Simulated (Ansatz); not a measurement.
Crystals in the rock-salt structure, computed with r2SCAN in Ansatz (plane-wave DFT, scalar-relativistic, harmonic phonons, no LO–TO term at Γ; fixed occupations; no spin; PAW, where unfrozen means all-electron datasets; each on its own modest k mesh, which can be coarse for ε∞).

```csv
crystal,cell,k mesh,potentials,phonons by,Å³/atom,top Γ mode (cm⁻¹)
LiH,typed,6×6×6,hand-made PAW,linear response,8.06,601
LiF,typed,6×6×6,unfrozen PAW,finite displacements,8.43,267
NaCl,typed,6×6×6,unfrozen PAW,finite displacements,23.15,?
MgO,typed,6×6×6,unfrozen PAW,finite displacements,9.63,364
KBr,typed,6×6×6,unfrozen PAW,finite displacements,37.60,105
CaO,typed,6×6×6,unfrozen PAW,finite displacements,14.17,263
SrO,typed,6×6×6,unfrozen PAW,finite displacements,17.58,199
BaO,typed,6×6×6,unfrozen PAW,finite displacements,21.95,?
```

Caveats: LiH: Ansatz hand-made PAW files were made for PBE.

Task: Estimate the entries marked ?.

Result: NaCl: top Γ mode (cm⁻¹) 153. BaO: top Γ mode (cm⁻¹) 84.
